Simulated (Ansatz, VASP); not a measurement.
**AlN: VASP beside Ansatz**

```
Al N
1.0
     3.13023    0.00000    0.00000
    -1.56511    2.71086    0.00000
     0.00000    0.00000    5.01811
Al N
2 2
Direct
  0.33333 0.66667 0.00023
  0.66667 0.33333 0.50023
  0.33333 0.66667 0.38177
  0.66667 0.33333 0.88177
```

Alike in both runs: functional PBE; k mesh 9 × 9 × 6; occupations gaussian, width 0.02 eV; no spin polarisation.

Ansatz relaxed the structure, and its values are those at the end. VASP's run is a single point on that final structure, the one shown.

|  | VASP | Ansatz |
| --- | --- | --- |
| version | VASP 6.6.1 | Ansatz 0.2.0 |
| potentials or method | VASP PAW PBE potentials, release 64 (Al, N) | scalar-relativistic, plane waves, PAW |
| plane-wave cutoff (eV) | 520 | 420 |
| valence electrons in the cell | 16 | 16 |

Ansatz gave:

* gap on the k mesh at the Fermi level (eV): 4.03
* least direct gap on the mesh (eV): 4.03
* pressure (GPa): 0.0

Question: Estimate VASP's values.

Answer: gap on the k mesh at the Fermi level (eV): 4.04; least direct gap on the mesh (eV): 4.04; pressure (GPa): -0.3.

PBE gaps usually lie below the measured ones, often by a third to a half.
